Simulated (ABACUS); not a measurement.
Crystal: Pd.

```
Pd
1.0
     0.00000    1.94650    1.94650
     1.94650    0.00000    1.94650
     1.94650    1.94650    0.00000
Pd
1
Direct
  0.00000 0.00000 0.00000
```

- Program: ABACUS 3.10.1
- Task: relaxation of cell and atoms
- Functional: PW91
- Potentials or basis: GBRV ultrasoft 1.5 PBE
- Cutoff: 544 eV
- Density cutoff: 4354 eV
- Basis: plane waves
- k mesh: 10 × 10 × 10
- Occupations: fermi-dirac, width 0.05 eV
- Spin: no spin polarisation

At the start: pressure 7.7 GPa; volume 14.75 Å³/atom.

Task: How do energy, volume and symmetry change on relaxing?

Result: Over 6 steps the energy falls by 14.0 meV/atom and the volume is 15.35 Å³/atom (+4.1 %); space group Fm-3m (No. 225, to 0.05 Å).

Step by step:
| step | energy change (eV) | largest force (eV/Å) | pressure (GPa) | volume (Å³) |
| --- | --- | --- | --- | --- |
| 1 | 0.0000 | 0.0000 | 7.72 | 14.75 |
| 2 | 0.0191 | 0.0000 | -9.69 | 16.38 |
| 3 | -0.0140 | 0.0000 | -0.03 | 15.36 |
| 4 | -0.0140 | 0.0000 | -0.16 | 15.36 |
| 5 | -0.0140 | 0.0000 | 0.23 | 15.33 |
| 6 | -0.0140 | 0.0000 | 0.02 | 15.35 |

Final structure:
```
CELL_PARAMETERS angstrom
0.00000 1.97270 1.97270
1.97270 0.00000 1.97270
1.97270 1.97270 0.00000
ATOMIC_POSITIONS crystal
Pd 0.00000 0.00000 0.00000
```

Caveat: the potentials were made for another functional, which shifts forces and pressure.
